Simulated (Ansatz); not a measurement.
# SnO: the change of pressure with volume scale

Results calculated with Ansatz 0.2.0, not measured. Periodic Kohn-Sham DFT of a crystal at fixed atoms, scaled to volume_scale times the given cell; pressure positive in compression, energy less spherical unpolarised free atoms, largest_vzz the field gradient of largest size among the nuclei.

The cell before it is scaled or strained (space group P4/nmm, No. 129):
```
CELL_PARAMETERS angstrom
3.80200 0.00000 0.00000
0.00000 3.80200 0.00000
0.00000 0.00000 4.83600
ATOMIC_POSITIONS crystal
Sn 0.00000 0.50000 0.23850
Sn 0.50000 0.00000 0.76150
O 0.00000 0.00000 0.00000
O 0.50000 0.50000 0.00000
```

Settings of every row: method all-electron PAW; functional PBE; relativity scalar; k mesh 8x8x6; filling fermi-dirac; smearing width 0.01 eV; nucleus gaussian.

Atom start moment: 0 on all atoms.

Limits: field gradient without spin-orbit coupling on heavy atoms; no gap: field gradients move with the k mesh; small gap, it may come from the mesh.

```
row  volume scale  V (Å³/atom)  pressure (GPa)  largest V_zz (1e21 V/m^2)
  1          0.94       16.428          11.401                    -18.359
  2          0.96       16.777           8.703                    -17.972
  3          0.98       17.127           6.279                      -17.6
  4          0.99       17.302           5.184                     -17.47
  5          1.01       17.651           3.172                    -17.238
  6          1.02       17.826           2.217                    -17.066
  7          1.04       18.175               ?                          ?
  8          1.06       18.525          -1.154                    -16.364
```

Question: what pressure should row 7 give?

Worked fit of pressure. Take u = (V_r/V)^(2/3) − 1 with V_r = 17.302 Å³ an atom, which is twice the finite (Eulerian) strain; such expansions in the strain, on which the Birch-Murnaghan equation of state is built, carry the rest volume and the bulk modulus. The shown rows have u = 0.03516, 0.02075, 0.0068, 0, -0.01323, -0.01969, -0.04451. Least squares give pressure = 5.188 + 158.802 × u + 447.73 × u² + 1819 × u³ GPa; a parabola predicts inner rows, each left out in turn, worse (root mean square 0.035 against 0.015 GPa). The rows lie off it by -0.003, 0.011, -0.010, -0.004, 0.011, -0.004, 0.000 (root mean square 0.0074 GPa). The pressure vanishes at u = -0.0357, or V = 18.27 Å³ an atom, and there the bulk modulus at fixed shape and fractions is B = −V dP/dV = (2/3)(1 + u) dP/du = 86 GPa. Letting shape and atoms relax would as a rule lower it, by much in layered, chain or molecular crystals. The withheld row has u = -0.03228, so the fit gives 5.188 + 158.802 × (-0.03228) + 447.73 × (-0.03228)² + 1819 × (-0.03228)³ = 0.467 GPa.

The calculation gave 0.444 GPa. The fit lies 0.023 GPa (5.2 % of the value, 0.18 % of the column's range) above it; its largest miss of a shown row is 0.011 GPa.

The other values of row 7: largest V_zz -16.712 1e21 V/m^2.
